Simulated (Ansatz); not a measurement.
# One structure type (I4/mmm), one member withheld

Method: Ansatz 0.2.0, DFT, PBEsol, all-electron LAPW, scalar-relativistic.

All cells have space group I4/mmm and are held fixed (conventional cell and sites). Prototypes and MP cells are computed structures that needn't be known or stable phases of these compounds. Gaps are the smallest over the k mesh and a high-symmetry path; Bader charges come from PAW runs of the same cells. Semilocal functionals give too small gaps and can close them; gaps under 0.4 eV may also close off the mesh.

No spin–orbit coupling, which matters for the heavy atoms here.

Ga: a = 2.81 Å, b = 2.81 Å, c = 4.46 Å; Ga 2a (0.000 0.000 0.000); 16×16×16 mesh, smearing 0.03 eV, COD 9012723, reported
Mg: a = 3.67 Å, b = 3.67 Å, c = 3.36 Å; Mg 2a (0.000 0.000 0.000); 15×15×15 mesh, smearing 0.05 eV, MP-relaxed cell mp-1056351
Sn: a = 3.18 Å, b = 3.18 Å, c = 5.83 Å; Sn 2a (0.000 0.000 0.000); 18×18×18 mesh, smearing 0.03 eV, COD 1540069, reported

```
compound  P (GPa)  gap (eV)
      Mg     -0.2      none
      Sn     -4.1      none
```

Problem. Predict the row of Ga (no spin polarisation).

Solution. P (GPa): 0.6, gap (eV): none.
